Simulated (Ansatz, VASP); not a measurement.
# B32P31 (V_P) in two plane-wave programs

Wanted: the spread between two codes on one cell, functional and k mesh. The cell is taken from a series of runs on this material, whose earlier steps may have relaxed, scaled, displaced or heated it; both programs get it as it stands.

Calculated with Ansatz 0.2.0; plane waves, with VASP 6.6.1 beside it; single point at r2SCAN.

## Step 1: The structure

The cell holds 63 atoms: 32 B and 31 P. Cell: a = 9.073 Å, b = 9.073 Å, c = 9.073 Å, α = 90.0°, β = 90.0°, γ = 90.0°. It derives from BP (BP (F-43m)). Nearest the centre at fractional (0.375, 0.375, 0.625): B22 at 2.03 Å, B29 at 2.10 Å, B8 at 2.11 Å, B15 at 2.11 Å, P49 at 3.16 Å, P34 at 3.16 Å, P53 at 3.16 Å, P38 at 3.17 Å.

Structure file:

```xyz
63
Lattice="9.0727 0.0000 0.0000 0.0000 0.0000 -9.0727 0.0000 9.0727 0.0000" Properties=species:S:1:pos:R:3 pbc="T T T"
B     9.0675    9.0710   -9.0719
B     9.0667    2.2696   -2.2733
B     2.2732    2.2674   -9.0646
B     2.2646    9.0720   -2.2620
B     9.0647    4.5489   -9.0648
B     0.0120    6.7871   -2.2587
B     2.2480    6.7946   -9.0603
B     2.2026    4.4782   -2.1466
B     0.0022    9.0711   -4.5278
B     9.0721    2.2750   -6.7971
B     2.2602    2.2879   -4.5093
B     2.2696    0.0104   -6.8027
B     0.0123    4.5358   -4.5093
B     9.0657    6.8001   -6.7978
B     2.2227    6.9028   -4.6413
B     2.2629    4.5385   -6.7999
B     4.5235    9.0697   -9.0727
B     4.5116    2.2877   -2.2588
B     6.7954    2.2704   -9.0719
B     6.7840    9.0596   -2.2709
B     4.5189    4.5237   -9.0603
B     4.5539    6.8297   -2.2042
B     6.7940    6.7992   -9.0727
B     6.7963    4.5402   -2.2620
B     4.5269    0.0018   -4.5285
B     4.5244    2.2686   -6.7978
B     6.7955    2.2780   -4.5278
B     6.7997    0.0026   -6.7991
B     4.6275    4.4980   -4.6418
B     4.5346    6.8102   -6.8085
B     6.7989    6.8025   -4.5284
B     6.8078    4.5453   -6.8028
P     1.1322    1.1435   -1.1329
P     1.1651    3.4407   -3.3496
P     3.3639    3.4289   -1.1365
P     3.3993    1.1443   -3.3960
P     1.1533    5.6395   -1.1365
P     1.1680    7.9132   -3.3893
P     3.3739    7.9076   -1.1450
P     1.1406    1.1465   -5.6575
P     1.1343    3.4099   -7.9431
P     3.3874    3.4339   -5.6473
P     3.3854    1.1357   -7.9375
P     1.1584    5.6631   -5.6471
P     1.1324    7.9389   -7.9308
P     3.4093    7.9453   -5.6749
P     3.3991    5.6747   -7.9348
P     5.6557    1.1394   -1.1406
P     5.6377    3.4436   -3.3894
P     7.9406    3.4079   -1.1329
P     7.9299    1.1328   -3.3917
P     5.6319    5.6495   -1.1450
P     5.6353    7.9110   -3.4029
P     7.9366    7.9313   -1.1406
P     7.9414    5.6749   -3.3960
P     5.6627    1.1414   -5.6617
P     5.6634    3.4081   -7.9309
P     7.9436    3.4162   -5.6575
P     7.9367    1.1396   -7.9371
P     5.6697    5.6850   -5.6750
P     5.6659    7.9415   -7.9449
P     7.9385    7.9383   -5.6616
P     7.9328    5.6611   -7.9375
```

## Step 2: Ansatz: single point, r2SCAN

Ansatz runs on its PAW soft_1 files.

A single point gives forces, pressure and levels at one fixed geometry, so differences don't come from the geometry; what else differs is listed under the comparison.

The input, input.yaml:

```yaml
crystal:
  checkpoint: "../qm1.relax.run"
  host: checkpoint
basis:
  ecutwfc: 500
  xc_grid: 2
hamiltonian:
  xc: r2scan
  pseudopotentials: { kind: paw, azcp: { folder: soft_1 } }
kpoints:
  mp_grid: { grid: [2, 2, 2], shift: [0.5, 0.5, 0.5] }
scf:
  occupations: { method: fermi_dirac, width: 0.01 }
  max_iter: 60
output:
  forces: true
  eigenvalues: true
  charged_corrections: { defect_position: [0.375, 0.375, 0.625] }
checkpoint:
  read: "../qm1.relax.run"
  write: "../qm1.point_neutral.run"
  compress: false
  write_wavefunctions: false
  write_every: 100000
magnetization:
  spin_polarized: true
  initial_magnetization: 1
  spin_locking: { lock_magnetization: hard }
```

Command:

```sh
> ansatz run input.yaml --threads 4 --pin off --max-ram 7536MiB --backend cpu --events-out ev --progress --plain --runs-dir out
```

Numbers of over 12 decimals in the logs are rounded to 6 here.

The log of the run:

```text
Warning: This run holds its total moment fixed (magnetization.spin_locking.lock_magnetization: hard) and mixes its density by anderson or broyden (scf.mixing.algorithm, typed or taken by auto). Slabs with a fixed moment have converged under broyden above another state at the same moment, at the default mixing steps and at smaller ones, and under scf.lower_state_search: standard, light or off a state that such a mixer [...]
checkpoint.read: neither the saved density nor the saved orbitals are used: the state is of another total charge, and does not settle where this run's electrons and spins go. The run starts from its atoms. Which states do: the manual's quickstart, A charge series.
crystal.checkpoint: the structure is that of <dir>, a `relax` run, at its step 7: its result, under r2scan at a charge of -1 e; 63 atoms read, 0 with a starting moment; this deck's charge is 0 e; no density is read with it (checkpoint.read); crystal.structure_sha256 for this input is
Engine: ansatz 0.2.0, aarch64-unknown-linux-gnu
Pseudopotentials: kind: paw
Pseudopotential: B, paw, valence charge 3, recommended cutoff 500 eV (meta_gga), soft_1/B.paw.azcp
Pseudopotential: P, paw, valence charge 5, recommended cutoff 500 eV (meta_gga), soft_1/P.paw.azcp
Functional definition: r2SCAN
  parameter k0 = 0.174
  parameter k1 = 0.065
  parameter a1 = 4.9479
  exchange = r2scan_x(k0 = k0, k1 = k1, a1 = a1)
  correlation = r2scan_c
Crystal: 63 atoms, lattice volume = 746.819 Å³
Basis set: ecut = 500 eV, 18949 PW (Γ), exchange–correlation on 144×144×144 points (8 copies of the dense FFT grid, shifted against one another)
Bands: 189, of which v1, the nominal top of the filled ones, is band 126 counted from 1 (125 counted from 0)
Symmetry: 1 space group operations
Space group: P1 (ITA 1), of the structure as read, at distance tolerance 9.1e-5 Å
Magnetic group: BNS 1.1 (UNI 1), of the structure as read, at distance tolerance 9.1e-5 Å
k-points: 4 of 8 (time reversal used)
Non-local potential: B, projectors of the file, l = 0: 2, l = 1: 2, l = 2: 1
Non-local potential: P, projectors of the file, l = 0: 2, l = 1: 2, l = 2: 1
PAW form: soft (Blöchl's): semilocal exchange-correlation on the pseudo side does not see the compensation charge
PAW frozen core: B, regenerated for the run's functional (the file was generated under x = pbe(κ = 0.804, μ = 0.219515), c = pbe(β = 0.066725))
PAW frozen core: P, regenerated for the run's functional (the file was generated under x = pbe(κ = 0.804, μ = 0.219515), c = pbe(β = 0.066725))
PAW one-centre angular grid: B, 302 points (default); XC on 223 of its mesh's 2233 points in the sphere
PAW one-centre angular grid: P, 302 points (default); XC on 160 Gauss nodes
Initial density: superposition of atomic densities (chi_scale 0.1, normalization cell)
Starting moments: Σ|m| = 1 μB on 63 of 63 sites
Initial wavefunctions: pseudopotential atomic-orbital guess
Functional: x = r2scan, c = r2scan; τ floored in thin density (d = 2e-4 eV/Å³)
SCF iter   1: F=—  HF=-28579.601401 eV  |F-HF|=—  |Δ(HF+E_count)|=         —  Δρ=4.19e-2 (↑4.18e-2 ↓4.19e-2)  dr2=5.47e1  dr2_τ=1.61e0  dr2_m=3.22e-2  M=1.000 μB ∫|m|=1.005 μB  β_m=1.20  ethr=3.10e-3  ⟨swp⟩=8.0  Hψ=7762  notcnv=0  defer=114
preconditioner: auto → Resta (q_TF=auto, 2.275 Å⁻¹)  ε∞=4.5  [insulator: Δε(μ)=0.178 eV  Ē_g=11.467 eV  σ=0.010 eV  W_gap=1.00  n_scr=146 (ndim 8)  ℏωp=21.5 eV  f_vac=0.000  D(μ)=0.01/eV (n_scr^D=0)  ε∞_Penn≈4.5]
spin=Collinear: Resta preconditioning applied to the charge; magnetization (m = ρ↑ − ρ↓) channel mixes plain (no charge-response kernel on spin).
SCF iter   2: F=—  HF=-28572.559622 eV  |F-HF|=—  |Δ(HF+E_count)|=    7.04e0  Δρ=2.91e-2 (↑2.91e-2 ↓2.91e-2)  dr2=2.51e1  dr2_τ=5.42e-2  dr2_m=1.24e-3  M=1.000 μB ∫|m|=1.137 μB  β_m=1.20  ethr=3.10e-3  ⟨swp⟩=2.5  Hψ=2558  notcnv=0  defer=440  κ⁻¹=1.0e0(r=1)
SCF iter   3: F=—  HF=-28568.881023 eV  |F-HF|=—  |Δ(HF+E_count)|=    3.68e0  Δρ=1.01e-2 (↑1.01e-2 ↓1.01e-2)  dr2=2.81e0  dr2_τ=1.11e-2  dr2_m=9.68e-4  M=1.000 μB ∫|m|=1.280 μB  β_m=1.20  ethr=3.10e-3  ⟨swp⟩=2.5  Hψ=2155  notcnv=0  defer=440  κ⁻¹=6.5e-2(r=2)
SCF iter   4: F=—  HF=-28568.791838 eV  |F-HF|=—  |Δ(HF+E_count)|=   8.92e-2  Δρ=4.87e-3 (↑4.87e-3 ↓4.83e-3)  dr2=7.30e-1  dr2_τ=2.07e-3  dr2_m=1.36e-4  M=1.000 μB ∫|m|=1.256 μB  β_m=1.20  ethr=1.12e-3  ⟨swp⟩=3.0  Hψ=1896  notcnv=0  defer=440  κ⁻¹=6.8e-3(r=3)
[...]
atom  34  B      0.06349788     0.01373143     0.00173504
  atom  35  B      0.11586309     0.11640759     0.06054718
  atom  36  P     -0.06016065    -0.04926114     0.10625417
  atom  37  P      0.06096155    -0.17156818    -0.09952373
  atom  38  P     -0.18976282    -0.05201711     0.01981844
  atom  39  P     -0.01753772    -0.01698875    -0.20421314
  atom  40  B      0.00183560     0.15968992    -0.06531551
  atom  41  B      0.31460679     0.31511780    -0.08950579
  atom  42  B      0.02487965    -0.01660917    -0.07758986
  atom  43  B      0.08423450     0.06957622    -0.03919342
  atom  44  P      0.08438025     0.08489107     0.04147854
  atom  45  P     -0.14685469    -0.14691805     0.01758774
  atom  46  P     -0.04994190    -0.06045341     0.10519136
  atom  47  P     -0.12019237    -0.06681888     0.04297241
  atom  48  B      0.05644631     0.08457230    -0.03393217
  atom  49  B      0.02575108     0.05855058     0.00049575
  atom  50  B      0.02078040     0.03497199     0.01925318
  atom  51  B      0.03091471     0.03055539    -0.03317388
  atom  52  P      0.00064527    -0.03786284     0.02495959
  atom  53  P     -0.04864894    -0.15437020     0.04117262
  atom  54  P     -0.04406072    -0.13783451     0.07583641
  atom  55  P     -0.05622717    -0.05726673     0.06880399
  atom  56  B     -0.19093910    -0.45408084     0.27982794
  atom  57  B      0.03450693     0.03570571    -0.08337011
  atom  58  B      0.08460769     0.05718735    -0.03366812
  atom  59  B      0.02103688    -0.20618520    -0.02994380
  atom  60  P     -0.03848490     0.33485096     0.08367243
  atom  61  P     -0.00266049    -0.00174593     0.04270215
  atom  62  P     -0.03866663     0.00061347     0.02330615
  atom  63  P      0.02055247     0.35176467    -0.00024587
  max |Σ_I F_I| component: 3.28e-3 eV/Å
--- Band table (eV; the first three rows and the last of 8) ---
  k-point 0 ↑: bands = [... 122 lower, 8.1481, 8.2295, 8.2498, 9.4668, 10.1896, 10.2229, 10.8788, 10.8901, ... 59 higher]
  k-point 1 ↑: bands = [... 122 lower, 8.1369, 8.2532, 8.2645, 9.6226, 10.0433, 10.2226, 10.8956, 10.9150, ... 59 higher]
  k-point 2 ↑: bands = [... 122 lower, 8.1344, 8.2430, 8.2828, 9.7266, 9.9703, 10.1769, 10.9043, 10.9135, ... 59 higher]
  k-point 3 ↓: bands = [... 122 lower, 8.2835, 8.3011, 8.5147, 10.1912, 10.6620, 10.7110, 10.9174, 10.9347, ... 59 higher]
```

The column dr2 measures how far the density is from self-consistency, as an energy; F and HF (Harris–Foulkes) agree once it is small.

## Step 3: VASP: single point, r2SCAN

The same cell, functional, mesh and smearing now go to VASP, with its own data sets.

Lines of VASP's logs that name or quote its potential files are left out, and so is its time.

The input, INCAR:

```
SYSTEM = B32P31
PREC = Accurate
ENCUT = 460
EDIFF = 1E-06
NELM = 200
ISMEAR = -1
SIGMA = 0.01
LREAL = Auto
ALGO = Normal
METAGGA = R2SCAN
LASPH = .TRUE.
NBANDS = 176
ISPIN = 2
MAGMOM = -0 0.01 0.01 0 0.01 0 0 0.11 0 -0 0 0.01 0 0.01 0.08 0 0 0 -0 0 0 0.07 0 0 0 0.01 0 -0 0.08 0 0 0.01 -0 -0 -0 -0 -0 -0 -0 -0 -0 -0 0 -0 -0 -0 -0 -0 -0 -0 0 -0 -0 -0 -0 -0 -0 -0 -0 -0 -0 -0 0
LORBIT = 11
LWAVE = .FALSE.
LCHARG = .FALSE.
ISIF = 2
ISYM = 0
NUPDOWN = 1
GGA_COMPAT = .FALSE.
LMIXTAU = .TRUE.
KPAR = 4
```

The input, POSCAR:

```
B32P31
1.0
    9.0727416343      0.0000000000      0.0000000000
    0.0000000000      0.0000000000     -9.0727416343
    0.0000000000      9.0727416343      0.0000000000
B P
32 31
Direct
    0.9994216528      0.9999039551      0.9998067298
    0.9993372462      0.2505630044      0.2501559935
    0.2505501390      0.9991030389      0.2499113911
    0.2496037777      0.2493149447      0.9999173822
    0.9991144564      0.9991223991      0.5013809518
    0.0013277555      0.2489549792      0.7480801964
    0.2477751354      0.9986294719      0.7489016950
    0.2427701687      0.2365978089      0.4935890302
    0.0002469023      0.4990580475      0.9998153407
    0.9999334894      0.7491734526      0.2507562704
    0.2491162573      0.4970181643      0.2521730706
    0.2501553324      0.7497938048      0.0011508181
    0.0013563675      0.4970196716      0.4999353546
    0.9992266176      0.7492506415      0.7495081834
    0.2449868270      0.5115683257      0.7608275325
    0.2494142576      0.7494890012      0.5002345330
    0.4985832625      0.9999911262      0.9996655795
    0.4972688651      0.2489606648      0.2521471648
    0.7489955623      0.9999023844      0.2502412006
    0.7477377954      0.2502990527      0.9985503472
    0.4980776631      0.9986308998      0.4985988474
    0.5019357209      0.2429474977      0.7527668329
    0.7488344848      0.9999969504      0.7494088373
    0.7490883924      0.2493167101      0.5004270394
    0.4989568862      0.4991274143      0.0001980787
    0.4986805520      0.7492506261      0.2500451705
    0.7489986822      0.4990589251      0.2510777531
    0.7494680335      0.7493973965      0.0002899444
    0.5100411944      0.5116229699      0.4957700808
    0.4998021869      0.7504344936      0.7506172749
    0.7493739207      0.4991260135      0.7497722231
    0.7503553184      0.7498054792      0.5009805636
    0.1247962711      0.1248630877      0.1260367838
    0.1284174705      0.3691906765      0.3792372524
    0.3707665937      0.1252685133      0.3779329243
    0.3746670050      0.3743109284      0.1261278855
    0.1271148565      0.1252640769      0.6215881280
    0.1287331178      0.3735728317      0.8722002746
    0.3718670215      0.1262028600      0.8715786540
    0.1257202529      0.6235735052      0.1263646427
    0.1250199047      0.8754914748      0.3758367427
    0.3733656215      0.6224430791      0.3784895548
    0.3731444304      0.8748738467      0.1251726528
    0.1276801737      0.6224297320      0.6241848466
    0.1248136813      0.8741345530      0.8750309720
    0.3757768625      0.6254922008      0.8757343685
    0.3746475932      0.8745758460      0.6254674038
    0.6233772588      0.1257209878      0.1255854371
    0.6213890865      0.3735764985      0.3795550872
    0.8752138240      0.1248687794      0.3756189980
    0.8740384227      0.3738291312      0.1248551489
    0.6207489472      0.1262050875      0.6226944305
    0.6211278388      0.3750636113      0.8719496376
    0.8747695144      0.1257153738      0.8741931798
    0.8753076215      0.3743118256      0.6254888764
    0.6241452376      0.6240358583      0.1258035138
    0.6242207618      0.8741433170      0.3756399914
    0.8755442679      0.6235724636      0.3765320244
    0.8747860419      0.8748263822      0.1256081166
    0.6249174249      0.6254982232      0.6265984102
    0.6244975178      0.8756837499      0.8753171431
    0.8749826023      0.6240278214      0.8749656474
    0.8743543826      0.8748702003      0.6239631871
```

The input, KPOINTS:

```
Points of the shifted mesh
8
Reciprocal
 0.2500000000  0.2500000000  0.2500000000 1
 0.2500000000  0.2500000000  0.7500000000 1
 0.2500000000  0.7500000000  0.2500000000 1
 0.2500000000  0.7500000000  0.7500000000 1
 0.7500000000  0.2500000000  0.2500000000 1
 0.7500000000  0.2500000000  0.7500000000 1
 0.7500000000  0.7500000000  0.2500000000 1
 0.7500000000  0.7500000000  0.7500000000 1
```

Potentials, in the order of the species: B and P (PBE family, release 64).

Command:

```sh
> mpirun -np 8 vasp_std
```

The log of the run:

```text
[banner, memory and clock lines left out]
running    8 mpi-ranks, on    1 nodes
[...]
|                                                                             |
|           W    W    AA    RRRRR   N    N  II  N    N   GGGG   !!!           |
|           W    W   A  A   R    R  NN   N  II  NN   N  G    G  !!!           |
|           W    W  A    A  R    R  N N  N  II  N N  N  G       !!!           |
|           W WW W  AAAAAA  RRRRR   N  N N  II  N  N N  G  GGG   !            |
|           WW  WW  A    A  R   R   N   NN  II  N   NN  G    G                |
|           W    W  A    A  R    R  N    N  II  N    N   GGGG   !!!           |
|                                                                             |
|     For optimal performance we recommend to set                             |
|       NCORE = 2 up to number-of-cores-per-socket                            |
|     NCORE specifies how many cores store one orbital (NPAR=cpu/NCORE).      |
|     This setting can greatly improve the performance of VASP for DFT.       |
[...]
|                                                                             |
|     You enforced a specific xc type in the INCAR file but a different       |
|     [... a line on the potential file left out ...]
|     I HOPE YOU KNOW WHAT YOU ARE DOING!                                     |
|                                                                             |

 LDA part: xc-table for (None), standard interpolation
 POSCAR, INCAR and KPOINTS ok, starting setup
[...]
entering main loop
       N       E                     dE             d eps       ncg     rms          rms(c)
DAV:   1     0.591977854615E+03    0.59198E+03   -0.10540E+05  5632   0.119E+03
DAV:   2    -0.522267412474E+03   -0.11142E+04   -0.10500E+04  6816   0.217E+02
DAV:   3    -0.595159192020E+03   -0.72892E+02   -0.71705E+02  6960   0.519E+01
DAV:   4    -0.596792838556E+03   -0.16336E+01   -0.16213E+01  7080   0.815E+00
[...]
DAV:  17    -0.538892774491E+03   -0.10084E-04   -0.70794E-06  6936   0.537E-03    0.444E-03
DAV:  18    -0.538892777340E+03   -0.28498E-05   -0.72238E-06  5712   0.417E-03    0.220E-03
DAV:  19    -0.538892777312E+03    0.28187E-07   -0.21495E-06  4072   0.263E-03
   1 F= -.53889278E+03 E0= -.53889278E+03  d E =-.576215E-06  mag=     1.0000
```

Parts of OUTCAR (step 3):

```text
  FREE ENERGIE OF THE ION-ELECTRON SYSTEM (eV)
  ---------------------------------------------------
  free  energy   TOTEN  =      -538.8927773122 eV

  energy  without entropy=     -538.8927767360  energy(sigma->0) =     -538.89277702

 magnetization (x)
# of ion       s       p       d       tot
------------------------------------------
    1        0.000  -0.001   0.000  -0.001
    2        0.003   0.005   0.000   0.009
    3        0.004   0.005   0.000   0.009
    4        0.001   0.002   0.000   0.003
    5        0.004   0.005   0.000   0.009
    6        0.001   0.003   0.000   0.004
    7        0.001   0.003   0.000   0.004
    8        0.027   0.109   0.000   0.136
    9        0.002   0.002   0.000   0.005
   10        0.000  -0.001   0.000  -0.001
   11        0.001   0.002   0.000   0.004
   12        0.003   0.003   0.000   0.006
   13        0.001   0.002   0.000   0.004
[...]
--------------------------------------------------
tot          0.137   0.319   0.000   0.456

[... 1 further part left out ...]
```

The run ends at a pressure of -0.89 GPa, with forces up to 1.2 eV/Å.

## Step 4: Differences

Known differences besides the potentials themselves: VASP starts from the moments at which Ansatz ended; VASP keeps PBE cores, Ansatz makes them for the functional; the cutoff is 500 eV in Ansatz and 460 eV in VASP (PREC = Accurate, projectors in real space); site moments are counted in spheres of each program's own size. Total energies have different zeros and are not compared.

Compared:

| quantity | Ansatz | VASP | difference |
| --- | --- | --- | --- |
| total moment, fixed by the input (μB) | 1.00 | 1.00 | 0.00 |
| moment on B8 (μB) | 0.11 | 0.14 | -0.03 |
| moment on B15 (μB) | 0.08 | 0.10 | -0.02 |
| moment on B29 (μB) | 0.08 | 0.10 | -0.02 |
| moment on B22 (μB) | 0.07 | 0.08 | -0.01 |

Forces on 7 of the 63 atoms, those with the largest forces and the largest differences (eV/Å; atoms numbered as in POSCAR):

| atom | Ansatz x, y, z | VASP x, y, z |
| --- | --- | --- |
| B8 | -0.112, -0.111, -0.506 | -0.132, -0.129, -0.485 |
| B15 | -0.454, -0.190, 0.276 | -0.465, -0.175, 0.262 |
| B22 | 0.315, 0.315, -0.090 | 0.329, 0.331, -0.079 |
| B29 | -0.191, -0.454, 0.280 | -0.178, -0.463, 0.266 |
| P34 | -0.264, -0.264, -0.805 | -0.266, -0.263, -0.800 |
| P35 | 1.043, -0.398, 0.305 | 1.039, -0.396, 0.303 |
| P37 | -0.396, 1.044, 0.303 | -0.394, 1.041, 0.300 |

The forces differ by 5.5 meV/Å r.m.s., which is 3.0 % of the r.m.s. force of 0.185 eV/Å (both taken over all components).

## Step 5: Outcome

```
r.m.s. force difference (single point, r2SCAN) : 5.5 meV/Å
```

The r.m.s. force difference is 5.5 meV/Å (single point, r2SCAN), within the 12 meV/Å picked in this series as the mark of a large difference. Such differences can come from data sets, numerical settings and the points named under the comparisons, not from the functional's error against experiment.

[Lines on the potential files, build, host, timing and source positions are cut from VASP's logs without a mark.]

[Logs are printed without paths, hosts, clocks, repeated set-up lines and the standing remarks that a program may print on its own settings, such as how far it seeks lower states.]

[Hosts, paths, dates, database ids (printed as entryN), source tags and the programs' standing remarks are cut or masked in the printed files.]
